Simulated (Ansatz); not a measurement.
Se, DFT, PBEsol, all-electron LAPW, scalar-relativistic (Ansatz 0.2.0), run on 1 thread of Arm Neoverse V2 on a shared host.

The cell is COD entry 9012501, as deposited and not checked against the literature; nothing was relaxed. The listed cell was then made from it by scaling, straining or moving an atom.

Command: `ansatz run input.yaml --threads 1 --pin off --max-ram 6144MiB --backend cpu --events-out ev --progress --plain --runs-dir out`

```yaml
crystal:
  lattice:
    - [4.4535239479, 0.0, 0.0]
    - [-2.226761974, 3.8568648753, 0.0]
    - [0.0, 0.0, 4.9536]
  atoms:
    - { symbol: Se, position: [0.2254, 0.0, 0.3333333333] }
    - { symbol: Se, position: [0.0, 0.2254, 0.6666666667] }
    - { symbol: Se, position: [0.7746, 0.7746, 0.0] }
kpoints:
  mp_grid: { grid: [6, 6, 5] }
  band_path:
    path:
      - [0.0, 0.0, 0.0]
      - [0.5, 0.0, 0.0]
      - [0.3333333333, 0.3333333333, 0.0]
      - [0.0, 0.0, 0.0]
      - [0.0, 0.0, 0.5]
      - [0.5, 0.0, 0.5]
      - [0.3333333333, 0.3333333333, 0.5]
      - [0.0, 0.0, 0.5]
      - [0.5, 0.0, 0.5]
    npoints: 5
scf:
  occupations: { method: fermi_dirac, width: 0.03 }
hamiltonian:
  xc: pbesol
  pseudopotentials: { kind: all_electron, lapw: { basis_error: 0.001 } }
output:
  forces: true
  stress: true
  eigenvalues: true
```

Problem. How large is the problem that the program sets up?

Solution. 27 irreducible k-points, 1119 plane waves at Γ, 44 bands.

Problem. About how long does it take, and how much memory does it use?

Solution. 48 s of wall time for 8 SCF iterations, with a peak of 0.36 GiB. Times on shared machines scatter by tens of per cent.
